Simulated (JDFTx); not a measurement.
FePt (Tetraferroplatinum) in JDFTx: the effect of Hubbard term

FePt (Tetraferroplatinum):

```xyz
2
Lattice="2.7235 0.0000 0.0000 0.0000 2.7235 0.0000 0.0000 0.0000 3.7200" Properties=species:S:1:pos:R:3 pbc="T T T"
Pt    1.3618    1.3618    1.8600
Fe    0.0000    0.0000    0.0000
```

Alike in all runs:

- Program: JDFTx 1.7.0 (patched build)
- Task: density of states
- Functional: PBE
- Potentials or basis: PseudoDojo-SR-PBE-0.5-standard with smoothed tails
- Cutoff: 1225 eV
- Density cutoff: 9796 eV
- k mesh: 5 × 5 × 4
- Occupations: fermi-dirac, width 0.05 eV
- Spin: collinear spin, ferromagnetic start
- Starting moments: [0.0, 3.0] μB
- Local potential set to -Z/r beyond: 6 bohr
- Density cutoff over wavefunction cutoff: 8
- Max SCF steps: 100
- SCF threshold on the energy: 1e-08 Ha
- Solver of the electrons: scf
- Further solve for the empty bands: yes

```csv
Hubbard term,pressure (GPa),moment (μB)
none,6.4,3.63
"Pt d U = 1 eV, Fe d U = 1 eV",8.3,3.73
"Pt d U = 2 eV, Fe d U = 2 eV",10.5,3.80
"Pt d U = 3 eV, Fe d U = 3 eV",13.3,3.79
"Pt d U = 4 eV, Fe d U = 4 eV",?,?
"Pt d U = 6 eV, Fe d U = 6 eV",29.9,3.84
"Pt d U = 8 eV, Fe d U = 8 eV",36.4,3.90
```

Q: What does the run with Hubbard term Pt d U = 4 eV, Fe d U = 4 eV give?

A: Pressure 16.1 GPa; moment 3.69 μB.

Worked out: A parabola through the other rows of the pressure, of slope 4 GPa per eV there, gives 18.6 GPa, against the run's 16.1. The fit is too stiff a form for this range. A parabola through the other rows of the moment, of slope 0.0281 μB per eV there, gives 3.83 μB, against the run's 3.69. The fit is too stiff a form for this range.

Caveats: all runs use coarse meshes; the U is typed as a test and isn't derived for this compound (some runs); a pressure of tens of GPa on the cell as given is suspect, and the run, the potentials or the cell itself is likely at fault (some runs).
